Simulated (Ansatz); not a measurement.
Space group Pm-3m (No. 221). a = 3.974 Å, b = 3.974 Å, c = 3.974 Å, α = 90.00°, β = 90.00°, γ = 90.00°
```tsv
atom	site	symmetry	x	y	z
Cu	1a	m-3m	0.0000	0.0000	0.0000
Au	3c	4/mm.m	0.0000	0.5000	0.5000
```

Equation of state of this CuAu3 structure (not necessarily the ground state), with shape and atoms relaxed at each volume where symmetry leaves them free. It has no gap at any of these volumes. Level of theory: DFT PBEsol, scalar-relativistic, plane waves, PAW in Ansatz 0.2.0.

Cutoff 420 eV; k points 10×10×10 on the computed 4-atom cell (Γ-centred); Gaussian smearing, width 0.10 eV; no spin polarisation.

```csv
V (Å³/atom),E − E(largest V) (meV/atom),P (GPa)
13.810,91.67,31.31
14.281,15.49,20.99
14.751,-33.18,12.55
15.222,-59.36,5.63
15.693,-67.27,-0.01
16.164,-60.31,-4.62
16.635,-41.11,-8.42
17.262,0.00,-12.45
```

**Question.** Fit a third-order Birch–Murnaghan equation to E(V).

**Answer.** V0 = 15.69 Å³/atom, B0 = 170 GPa, B0' = 5.7.

Spin-orbit coupling is left out, which matters for the bands of heavy elements.